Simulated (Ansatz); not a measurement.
**Searching the electronic states of Ni**

How much does the result for Ni depend on the starting moments? The same cell is run from several starts. System: Ni, its deposited structure (space group Fm-3m, primitive cell doubled); the cell holds 2 atoms. Source: COD entry 1534892, which need not be the ambient phase.

Method: DFT PBE, PAW, plane waves, scalar-relativistic, in Ansatz 0.2.0.

### Step 1. Starting point

Symmetry: Fm-3m, No. 225, cubic system. Conventional cell: a = 3.450 Å, b = 3.450 Å, c = 3.450 Å, α = 90.00°, β = 90.00°, γ = 90.00°. Around Ni (site symmetry m-3m) lie 12 Ni at 2.44 Å.

Structure file:

```
CELL_PARAMETERS angstrom
0.00000 3.45000 3.45000
1.72500 0.00000 1.72500
1.72500 1.72500 0.00000
ATOMIC_POSITIONS crystal
Ni 0.00000 0.00000 0.00000
Ni 0.50000 0.00000 0.00000
```

Atoms are counted from 1 in the order of input.yaml (Ni2 and so on).

First come: parallel moments, plain SCF; opposed moments +-, plain SCF; no spin polarisation; spin on, no moments given (the program may seed its own), plain SCF. Further starts follow from what these give.

A plain SCF has the search for lower states switched off and ends at the first converged state. 

Moments by site are taken inside atomic spheres; the rest lies between them.

### Step 2. Parallel moments, plain SCF

The input, input.yaml:

```yaml
crystal:
  lattice:
    - [0.0, 3.45, 3.45]
    - [1.725, 0.0, 1.725]
    - [1.725, 1.725, 0.0]
  atoms:
    - { symbol: Ni, position: [0.0, 0.0, 0.0], spin: 2.0 }
    - { symbol: Ni, position: [0.5, 0.0, 0.0], spin: 2.0 }
magnetization:
  spin_polarized: true
hamiltonian:
  xc: pbe
  pseudopotentials: { kind: paw }
basis:
  ecutwfc: 420
kpoints:
  mp_grid: { grid: [7, 14, 14] }
scf:
  occupations: { method: gaussian, width: 0.1 }
  lower_state_search: "off"
output:
  forces: true
  stress: true
  write_density: true
  write_potential: true
  elf: true
  volumetric_format: npy
```

Command:

```bash
ansatz run input.yaml --threads 2 --pin off --max-ram 5120MiB --backend cpu --events-out ev --progress --plain --runs-dir out
```

The log of the run:

```text
Engine: ansatz 0.2.0, aarch64-unknown-linux-gnu
Pseudopotentials: kind: paw
Pseudopotential: Ni, paw, valence charge 18, recommended cutoff 420 eV (normal), Ni.paw.azcp
Functional definition: PBE
  parameter kappa = 0.804
  parameter beta = 0.06672455060314922
  exchange = pbe_x(kappa = kappa, mu = beta*pi^2/3)
  correlation = pbe_c(beta = beta)
Crystal: 2 atoms, lattice volume = 20.532 Å³
Basis set: ecut = 420 eV, 391 PW (Γ), exchange–correlation on 72×36×36 points (8 copies of the dense FFT grid, shifted against one another)
Bands: 24, of which v1, the nominal top of the filled ones, is band 18 counted from 1 (17 counted from 0)
Symmetry: 24 space group operations
Space group: Fm-3m (ITA 225), of the structure as read, at distance tolerance 2.7e-5 Å
Magnetic group: BNS 225.116 (UNI 1618), of the structure as read, at distance tolerance 2.7e-5 Å
k-points: 144 of 1372
Non-local potential: Ni, projectors of the file, l = 0: 3, l = 1: 2, l = 2: 3, l = 3: 1
PAW form: soft (Blöchl's): semilocal exchange-correlation on the pseudo side does not see the compensation charge
PAW one-centre angular grid: Ni, 590 points (default); XC on 64 Gauss nodes
Initial density: superposition of atomic densities (chi_scale 0.1, normalization cell)
Starting moments: Σ|m| = 4 μB on 2 of 2 sites
Initial wavefunctions: pseudopotential atomic-orbital guess
Functional: x = pbe(κ = 0.804, μ = 0.2195149727645171), c = pbe(β = 0.06672455060314922)
iter 1 solved again at ethr=4.63e-5 eV; its pass at ethr=3.10e-3 eV (dr2=1.67e-2 eV) is discarded
SCF iter   1: F=—  HF=-11678.830337 eV  |F-HF|=—  |Δ(HF+E_count)|=         —  Δρ=1.29e-1 (↑1.29e-1 ↓1.28e-1)  dr2=1.67e-2  dr2_m=3.07e0  M=1.839 μB ∫|m|=2.040 μB  β_m=0.30  ethr=4.63e-5  ⟨swp⟩=1.2  Hψ=34481  notcnv=0
Mixer restart at iter 1: flushing history
preconditioner: auto → none  [metal: Δε(μ)=0.003 eV  Ē_g=12.232 eV  σ=0.100 eV  W_gap=0.02  n_scr=2 (ndim 8)  ℏωp=36.6 eV  f_vac=0.000  D(μ)=2.67/eV (n_scr^D=36)  sad-step TF]
spin-set hold released at iteration 1 (the charge has settled, or the pull on large starting moments outlasts its swing): the magnetisation degrees of freedom join the quasi-Newton model from the next iteration; the mixer history was flushed
SCF iter   2: F=—  HF=-11679.055741 eV  |F-HF|=—  |Δ(HF+E_count)|=   2.25e-1  Δρ=1.08e-1 (↑9.68e-2 ↓1.08e-1)  dr2=1.67e-2  dr2_m=1.97e0  M=1.675 μB ∫|m|=1.898 μB  β_m=0.55  ethr=4.63e-5  ⟨swp⟩=1.5  Hψ=9035  notcnv=0
SCF iter   3: F=—  HF=-11679.651796 eV  |F-HF|=—  |Δ(HF+E_count)|=   5.96e-1  Δρ=5.42e-2 (↑5.42e-2 ↓4.92e-2)  dr2=1.17e0  dr2_m=1.48e-3  M=1.411 μB ∫|m|=1.621 μB  β_m=0.43  ethr=4.63e-5  ⟨swp⟩=3.5  Hψ=17747  notcnv=0
SCF iter   4: F=—  HF=-11679.391264 eV  |F-HF|=—  |Δ(HF+E_count)|=   2.61e-1  Δρ=5.76e-3 (↑4.73e-3 ↓5.76e-3)  dr2=4.10e-4  dr2_m=5.02e-3  M=1.159 μB ∫|m|=1.397 μB  β_m=0.69  ethr=4.63e-5  ⟨swp⟩=2.5  Hψ=16164  notcnv=0  defer=293
SCF iter   5: F=—  HF=-11679.394200 eV  |F-HF|=—  |Δ(HF+E_count)|=   2.94e-3  Δρ=2.86e-3 (↑2.15e-3 ↓2.86e-3)  dr2=8.43e-5  dr2_m=1.15e-3  M=1.148 μB ∫|m|=1.355 μB  β_m=0.85  ethr=1.14e-6  ⟨swp⟩=2.0  Hψ=11514  notcnv=0  defer=293
SCF iter   6: F=—  HF=-11679.395579 eV  |F-HF|=—  |Δ(HF+E_count)|=   1.38e-3  Δρ=1.41e-3 (↑1.41e-3 ↓6.60e-4)  dr2=4.43e-4  dr2_m=3.58e-5  M=1.143 μB ∫|m|=1.325 μB  β_m=0.92  ethr=2.34e-7  ⟨swp⟩=2.2  Hψ=10870  notcnv=0  defer=293
SCF iter   7: F=—  HF=-11679.395530 eV  |F-HF|=—  |Δ(HF+E_count)|=   4.93e-5  Δρ=1.55e-4 (↑1.55e-4 ↓1.30e-4)  dr2=2.88e-7  dr2_m=3.61e-6  M=1.139 μB ∫|m|=1.315 μB  β_m=0.96  ethr=2.34e-7  ⟨swp⟩=2.1  Hψ=11270  notcnv=0  defer=293
SCF iter   8: F=—  HF=-11679.395531 eV  |F-HF|=—  |Δ(HF+E_count)|=   1.57e-6  Δρ=6.34e-5 (↑2.47e-5 ↓6.34e-5)  dr2=2.39e-7  dr2_m=3.44e-7  M=1.140 μB ∫|m|=1.316 μB  β_m=0.98  ethr=2.78e-10  ⟨swp⟩=11.6  Hψ=48586  notcnv=0
iter 9 did not close the SCF: its close was put off for a magnetic moment that had not settled (scf_convergence_deferred on its scf_iter line)
SCF iter   9: F=-11679.395531 eV  HF=-11679.395531 eV  |F-HF|=4.34e-9  |Δ(HF+E_count)|=   2.48e-8  Δρ=1.40e-5 (↑1.40e-5 ↓1.40e-5)  dr2=3.68e-10  dr2_m=3.62e-8  M=1.140 μB ∫|m|=1.315 μB  β_m=0.99  ethr=2.78e-10  ⟨swp⟩=6.1  Hψ=39025  notcnv=0
SCF iter  10: F=-11679.395531 eV  HF=-11679.395531 eV  |F-HF|=8.33e-10  |Δ(HF+E_count)|=   7.62e-9  Δρ=2.84e-6 (↑2.84e-6 ↓1.89e-6)  dr2=1.12e-9  dr2_m=4.76e-10  M=1.140 μB ∫|m|=1.315 μB  ethr=1.02e-12  ⟨swp⟩=4.4  Hψ=35434  notcnv=0
SCF 1 converged in 10 iterations: F = -11679.395531 eV  dr2 = 1.12e-9
SCF converged after 10 iterations
Magnetization: 1.1395 μB (18.5698 up, 17.4302 down)
Absolute magnetization: 1.3170 μB (∫|ρ↑−ρ↓|, with the PAW one-centre terms)
Spin contamination: 0.0112 ħ² per cell (⟨S²⟩ above its minimum at these occupations)
Per-site moments (μB) at R_I (Å): [(0.6071924699681532, 1.0063013379761054), (0.6071924699681532, 1.0063013379761054)]
Free energy (F): -11679.395531 eV
Harris-Foulkes:  -11679.395531 eV  (|F-HF|=8.33e-10)
Internal energy: -11679.377533 eV  (E = F + TS)
E sigma→0 (E₀):  -11679.386532 eV
Entropy (-TS):   -0.017998 eV (-8.999 meV/atom)
Fermi energy:    19.550611 eV
--- Per-component energies (eV) ---
  E_band       = -523.962019
  E_kinetic    = 566.741504
  E_local      = -6681.596083  (includes V_loc(G=0)·N_el)
  E_nonlocal   = 1270.081312
  E_hartree    = 2794.647174
  E_xc         = -170.822948
  E_vxc        = -220.362389  (∫ρ·V_xc dr)
  E_paw        = -3258.253809  (= ΣΔE_a)
  E_vpaw       = -1048.124843  (= ΣTr[D̂ρ^β])
  E_aug_tail   = 0.000925  (compensation charges beyond the density's cutoff)
  E_ewald      = -6200.175610
  E_smearing   = -0.017998  (= −TS)
  E_closure    = -0.000000  (closes the sum)
  Σ components = -11679.395531   (vs F -11679.395531, Δ=0.00e0)
--- Forces (eV/Å), atoms counted from 1 ---
  atom   1  Ni     0.00000000     0.00000000     0.00000000
  atom   2  Ni     0.00000000     0.00000000     0.00000000
  max |Σ_I F_I| component: 5.47e-29 eV/Å
--- Stress (GPa, compression-positive) ---
       13.270873      -0.000031      -0.000031
       -0.000031      13.270873       0.000031
       -0.000031       0.000031      13.270873
  P = ⅓ Tr σ = 13.2709 GPa (132.709 kbar)
--- Band table (eV; the first three rows and the last of 288) ---
  k-point 0 ↑: bands = ["-84.1871", "-84.1433", "-44.6872", "-44.4552", "-44.4552", "-44.4165", "-44.4164", "-44.4164", "10.0156", "14.3387", "16.9712", "16.9712", "16.9712", "16.9794", "16.9794", "18.2584", "18.2584", "18.9923", "18.9923", "19.0485", "25.5976", "42.0212", "43.5124", "45.1679"]
  k-point 1 ↑: bands = ["-84.1849", "-84.1426", "-44.6814", "-44.4634", "-44.4583", "-44.4300", "-44.4184", "-44.4184", "10.2240", "14.4515", "16.8876", "16.9140", "17.0196", "17.0196", "17.0672", "18.0132", "18.2377", "18.2377", "18.9975", "20.0782", "25.7843", "41.1215", "42.8775", "43.5957"]
  k-point 2 ↑: bands = ["-84.1788", "-84.1406", "-44.6661", "-44.4855", "-44.4680", "-44.4670", "-44.4238", "-44.4238", "10.8326", "14.7528", "16.5990", "16.7702", "17.1336", "17.1336", "17.2215", "17.3199", "18.2060", "18.2060", "19.0122", "21.0221", "26.4068", "38.7131", "39.9939", "41.3735"]
  k-point 143 ↓: bands = ["-83.3672", "-83.3639", "-43.8946", "-43.8868", "-43.7897", "-43.7711", "-43.7359", "-43.7358", "15.3386", "15.7556", "16.2848", "16.2919", "17.3858", "17.4366", "18.5125", "18.6581", "19.6494", "19.6945", "21.5980", "23.3299", "27.4035", "30.1034", "34.2167", "35.3508"]
```

It took 9 s on 2 threads of Arm Neoverse V1, shared host; peak memory 0.38 GiB.

The state reached is ferromagnetic, site moments Ni1 0.61, Ni2 0.61 μB, total 1.14 μB per cell, no gap on the k-mesh.

Density in a lattice plane of the grid's cell (edges 4.88 and 2.44 Å, at 0.000 of the third edge), which holds Ni. It is the smooth density of the valence electrons, not physical close to the nuclei.

Ten even steps from '0' (0.30 e/Å³) to '9' (60.66 e/Å³):
```
563100000003553100000002
121000000000121000000000
000000000000000000000000
000000000000000000000000
000000000000000000000000
000000000000000000000000
000000000000000000000000
100000000012100000000012
520000000135530000000136
962000000026962000000026
```
Columns run along the first of these edges and rows up along the second, over one cell in 24 and 10 even steps from the bottom left corner. Atoms in the plane (fractional): Ni at (0.00, 0.00), Ni at (0.50, 1.00).

Spin density (up less down) in a lattice plane of the grid's cell (edges 4.88 and 2.44 Å, at 0.000 of the third edge), which holds Ni.

Ten even steps from '0' (-0.01 e/Å³) to '9' (2.63 e/Å³):
```
553100000013553100000002
121000000000121000000000
000000000000000000000000
000000000000000000000000
000000000000000000000000
000000000000000000000000
000000000000000000000000
100000000012100000000012
520000000135531000000135
962000000026962000000026
```
Columns run along the first of these edges and rows up along the second, over one cell in 24 and 10 even steps from the bottom left corner. Atoms in the plane (fractional): Ni at (0.00, 0.00), Ni at (0.50, 1.00).

### Step 3. Opposed moments +-, plain SCF

Changes to input.yaml since step 2:

```diff
@@ -7,3 +7,3 @@
     - { symbol: Ni, position: [0.0, 0.0, 0.0], spin: 2.0 }
-    - { symbol: Ni, position: [0.5, 0.0, 0.0], spin: 2.0 }
+    - { symbol: Ni, position: [0.5, 0.0, 0.0], spin: -2.0 }
 magnetization:
```

Command:

```bash
ansatz run input.yaml --threads 2 --pin off --max-ram 5120MiB --backend cpu --events-out ev --progress --plain --runs-dir out
```

The log of the run:

```text
[... 11 lines as in an earlier run ...]
Symmetry: 12 space group operations
Space group: R-3m (ITA 166), of the structure as read, at distance tolerance 2.7e-5 Å
Magnetic group: BNS 166.102 (UNI 1332), of the structure as read, at distance tolerance 2.7e-5 Å
[... 5 lines as in an earlier run ...]
Starting moments: Σ|m| = 4 μB on 2 of 2 sites
Starting magnetic order: antiferromagnet; a translation exchanges its spin sublattices: spin-degenerate at every k-point
[... 2 lines as in an earlier run ...]
spin-down is spin-up translated by (0.5, 0, 0): one eigenproblem is solved per k-point and the antiferromagnetic symmetry of the starting moments is kept exactly by this SCF (crystal.symmetry.spin_inversion_symmetry: false solves both channels; [...]
iter 1 solved again at ethr=4.65e-5 eV; its pass at ethr=3.10e-3 eV (dr2=1.67e-2 eV) is discarded
SCF iter   1: F=—  HF=-11678.578752 eV  |F-HF|=—  |Δ(HF+E_count)|=         —  Δρ=1.40e-1 (↑1.40e-1 ↓1.40e-1)  dr2=1.67e-2  dr2_m=3.68e0  M=0.000 μB ∫|m|=1.883 μB  β_m=0.30  ethr=4.65e-5  ⟨swp⟩=1.4  Hψ=17428  notcnv=0
Mixer restart at iter 1: flushing history
preconditioner: auto → none  [metal: Δε(μ)=0.003 eV  Ē_g=12.176 eV  σ=0.100 eV  W_gap=0.02  n_scr=2 (ndim 8)  ℏωp=36.6 eV  f_vac=0.000  D(μ)=4.08/eV (n_scr^D=66)  sad-step TF]
[... 1 line as in an earlier run ...]
SCF iter   2: F=—  HF=-11678.824754 eV  |F-HF|=—  |Δ(HF+E_count)|=   2.46e-1  Δρ=1.12e-1 (↑1.12e-1 ↓1.12e-1)  dr2=1.89e-2  dr2_m=2.35e0  M=0.000 μB ∫|m|=1.719 μB  β_m=0.55  ethr=4.64e-5  ⟨swp⟩=2.1  Hψ=5315  notcnv=0
SCF iter   3: F=—  HF=-11679.365287 eV  |F-HF|=—  |Δ(HF+E_count)|=   5.41e-1  Δρ=4.44e-2 (↑4.44e-2 ↓4.44e-2)  dr2=4.70e-1  dr2_m=1.66e-1  M=0.000 μB ∫|m|=1.061 μB  β_m=0.46  ethr=4.64e-5  ⟨swp⟩=3.1  Hψ=8450  notcnv=0  defer=103
SCF iter   4: F=—  HF=-11679.287527 eV  |F-HF|=—  |Δ(HF+E_count)|=   7.78e-2  Δρ=1.83e-2 (↑1.83e-2 ↓1.83e-2)  dr2=5.47e-3  dr2_m=5.53e-2  M=0.000 μB ∫|m|=0.825 μB  β_m=0.73  ethr=4.64e-5  ⟨swp⟩=2.2  Hψ=7053  notcnv=0  defer=163
SCF iter   5: F=—  HF=-11679.297880 eV  |F-HF|=—  |Δ(HF+E_count)|=   1.04e-2  Δρ=6.22e-3 (↑6.22e-3 ↓6.22e-3)  dr2=3.64e-3  dr2_m=4.93e-3  M=0.000 μB ∫|m|=0.644 μB  β_m=0.82  ethr=1.52e-5  ⟨swp⟩=2.1  Hψ=7079  notcnv=0  defer=158
SCF iter   6: F=—  HF=-11679.301800 eV  |F-HF|=—  |Δ(HF+E_count)|=   3.92e-3  Δρ=5.04e-3 (↑5.04e-3 ↓5.04e-3)  dr2=3.14e-3  dr2_m=2.39e-3  M=0.000 μB ∫|m|=0.566 μB  β_m=0.84  ethr=1.01e-5  ⟨swp⟩=2.1  Hψ=4909  notcnv=0  defer=158
SCF iter   7: F=—  HF=-11679.302152 eV  |F-HF|=—  |Δ(HF+E_count)|=   3.52e-4  Δρ=8.89e-4 (↑8.89e-4 ↓8.89e-4)  dr2=1.07e-4  dr2_m=3.44e-5  M=0.000 μB ∫|m|=0.495 μB  β_m=0.86  ethr=8.73e-6  ⟨swp⟩=2.0  Hψ=4720  notcnv=0  defer=158
SCF iter   8: F=—  HF=-11679.302185 eV  |F-HF|=—  |Δ(HF+E_count)|=   3.33e-5  Δρ=4.96e-4 (↑4.96e-4 ↓4.96e-4)  dr2=5.22e-5  dr2_m=2.29e-5  M=0.000 μB ∫|m|=0.486 μB  β_m=0.93  ethr=2.97e-7  ⟨swp⟩=2.0  Hψ=5917  notcnv=0  defer=158
SCF iter   9: F=—  HF=-11679.302203 eV  |F-HF|=—  |Δ(HF+E_count)|=   1.79e-5  Δρ=2.46e-4 (↑2.46e-4 ↓2.46e-4)  dr2=2.47e-7  dr2_m=1.10e-5  M=0.000 μB ∫|m|=0.480 μB  β_m=0.96  ethr=1.45e-7  ⟨swp⟩=2.0  Hψ=4482  notcnv=0  defer=158
SCF iter  10: F=—  HF=-11679.302220 eV  |F-HF|=—  |Δ(HF+E_count)|=   1.64e-5  Δρ=4.96e-5 (↑4.96e-5 ↓4.96e-5)  dr2=3.62e-8  dr2_m=4.31e-7  M=0.000 μB ∫|m|=0.470 μB  β_m=0.98  ethr=6.87e-10  ⟨swp⟩=3.5  Hψ=7865  notcnv=0  defer=158
iter 11 did not close the SCF: its close was put off for a magnetic moment that had not settled (scf_convergence_deferred on its scf_iter line)
SCF iter  11: F=-11679.302220 eV  HF=-11679.302220 eV  |F-HF|=6.02e-8  |Δ(HF+E_count)|=   6.92e-7  Δρ=1.57e-5 (↑1.57e-5 ↓1.57e-5)  dr2=5.77e-8  dr2_m=1.96e-8  M=0.000 μB ∫|m|=0.468 μB  β_m=0.99  ethr=1.00e-10  ⟨swp⟩=12.3  Hψ=25950  notcnv=0
iter 12 did not close the SCF: its close was put off for a magnetic moment that had not settled (scf_convergence_deferred on its scf_iter line)
SCF iter  12: F=-11679.302220 eV  HF=-11679.302220 eV  |F-HF|=2.35e-10  |Δ(HF+E_count)|=   5.37e-9  Δρ=3.66e-6 (↑3.66e-6 ↓3.66e-6)  dr2=4.27e-10  dr2_m=2.22e-9  M=0.000 μB ∫|m|=0.468 μB  β_m=1.00  ethr=1.00e-10  ⟨swp⟩=6.3  Hψ=19996  notcnv=0
SCF iter  13: F=-11679.302220 eV  HF=-11679.302220 eV  |F-HF|=1.82e-11  |Δ(HF+E_count)|=   1.52e-9  Δρ=2.87e-7 (↑2.87e-7 ↓2.87e-7)  dr2=2.37e-11  dr2_m=4.83e-12  M=0.000 μB ∫|m|=0.468 μB  ethr=1.19e-12  ⟨swp⟩=5.0  Hψ=17951  notcnv=0
SCF 1 converged in 13 iterations: F = -11679.302220 eV  dr2 = 2.37e-11
SCF converged after 13 iterations
Magnetization: 0.0000 μB (18.0000 up, 18.0000 down)
Absolute magnetization: 0.4686 μB (∫|ρ↑−ρ↓|, with the PAW one-centre terms)
Spin contamination: 0.1676 ħ² per cell (⟨S²⟩ above its minimum at these occupations)
Per-site moments (μB) at R_I (Å): [(0.22848624237252804, 1.0063013379761054), (-0.22848624237252804, 1.0063013379761054)]
Free energy (F): -11679.302220 eV
Harris-Foulkes:  -11679.302220 eV  (|F-HF|=1.82e-11)
Internal energy: -11679.271120 eV  (E = F + TS)
E sigma→0 (E₀):  -11679.286670 eV
Entropy (-TS):   -0.031100 eV (-15.550 meV/atom)
Fermi energy:    19.357302 eV
--- Per-component energies (eV) ---
  E_band       = -523.579197
  E_kinetic    = 566.919969
  E_local      = -6682.205436  (includes V_loc(G=0)·N_el)
  E_nonlocal   = 1270.213657
  E_hartree    = 2795.120745
  E_xc         = -170.810071
  E_vxc        = -220.346641  (∫ρ·V_xc dr)
  E_paw        = -3258.335301  (= ΣΔE_a)
  E_vpaw       = -1048.403672  (= ΣTr[D̂ρ^β])
  E_aug_tail   = 0.000925  (compensation charges beyond the density's cutoff)
  E_ewald      = -6200.175610
  E_smearing   = -0.031100  (= −TS)
  E_closure    = -0.000000  (closes the sum)
  Σ components = -11679.302220   (vs F -11679.302220, Δ=0.00e0)
--- Forces (eV/Å), atoms counted from 1 ---
  atom   1  Ni     0.00000000     0.00000000    -0.00000000
  atom   2  Ni    -0.00000000     0.00000000     0.00000000
  max |Σ_I F_I| component: 6.73e-29 eV/Å
--- Stress (GPa, compression-positive) ---
       12.546287      -0.121804      -0.121804
       -0.121804      12.546287       0.121804
       -0.121804       0.121804      12.546287
  P = ⅓ Tr σ = 12.5463 GPa (125.463 kbar)
--- Band table (eV; the first three rows and the last of 288) ---
  k-point 0 ↑: bands = ["-83.9198", "-83.6358", "-44.3446", "-44.2123", "-44.2123", "-43.9930", "-43.9084", "-43.9084", "9.9929", "14.5332", "17.1857", "17.1857", "17.3292", "17.3878", "17.3878", "18.5399", "18.5399", "19.0172", "19.3519", "19.3519", "25.7975", "41.9473", "43.4329", "45.2003"]
  k-point 1 ↑: bands = ["-83.9182", "-83.6344", "-44.3397", "-44.2225", "-44.2149", "-43.9952", "-43.9191", "-43.9109", "10.2014", "14.6467", "17.0980", "17.2627", "17.3043", "17.3798", "17.4475", "18.1937", "18.5193", "18.5203", "19.3572", "20.2475", "25.9734", "41.0821", "42.8333", "43.6286"]
  k-point 2 ↑: bands = ["-83.9138", "-83.6306", "-44.3272", "-44.2511", "-44.2223", "-44.0013", "-43.9479", "-43.9178", "10.8112", "14.9494", "16.7914", "17.1029", "17.4430", "17.4440", "17.5329", "17.6295", "18.4883", "18.4975", "19.3727", "21.1919", "26.5647", "38.7231", "40.0196", "41.4051"]
  k-point 143 ↓: bands = ["-83.8887", "-83.6079", "-44.4133", "-44.2688", "-44.2530", "-44.1131", "-44.0307", "-43.9663", "15.1887", "15.5655", "16.0143", "16.1164", "17.0462", "17.2459", "18.2210", "18.3872", "19.1776", "19.4354", "21.3833", "23.1823", "27.2851", "30.0192", "34.1659", "35.3088"]
```

Wall time 5.6 s (2 threads of Arm Neoverse V1, shared host); peak memory 0.37 GiB.

The state reached is antiferromagnetic (magnetic neighbours of Ni1 with a moment over 0.3 of its own that point the other way: 6 of 12 at 2.44 Å, 6 of 6 at 3.45 Å), site moments Ni1 0.23, Ni2 -0.23 μB, total 0.00 μB per cell, no gap on the k-mesh. It lies 46.7 meV/atom above the lowest state so far (step 2).

Density in a lattice plane of the grid's cell (edges 4.88 and 2.44 Å, at 0.000 of the third edge), which holds Ni. It is the smooth density of the valence electrons, not physical close to the nuclei.

Ten even steps from ' ' (0.29 e/Å³) to '@' (60.66 e/Å³):
```
++**--..              --++++--..              ::
..::..                  ..::..                  
                                                
                                                
                                                
                                                
                                                
..                  ..::..                  ..::
++::              ..--++++--              ..--**
@@**::              ::**@@**::              ::**
```
Columns run along the first of these edges and rows up along the second, over one cell in 24 and 10 even steps from the bottom left corner. Atoms in the plane (fractional): Ni at (0.00, 0.00), Ni at (0.50, 1.00).

Spin density (up less down) in a lattice plane of the grid's cell (edges 4.88 and 2.44 Å, at 0.000 of the third edge), which holds Ni.

Ten even steps from ' ' (-0.85 e/Å³) to '@' (0.95 e/Å³):
```
%%##++++==============--....--================**
++++++++================----==================++
================================================
================================================
================================================
================================================
================================================
++++==================----================++++++
%%**================--....--==============++++##
@@##++==============--..  ..--==============++##
```
Columns run along the first of these edges and rows up along the second, over one cell in 24 and 10 even steps from the bottom left corner. Atoms in the plane (fractional): Ni at (0.00, 0.00), Ni at (0.50, 1.00).

(Part 1 of 2 ends here.)
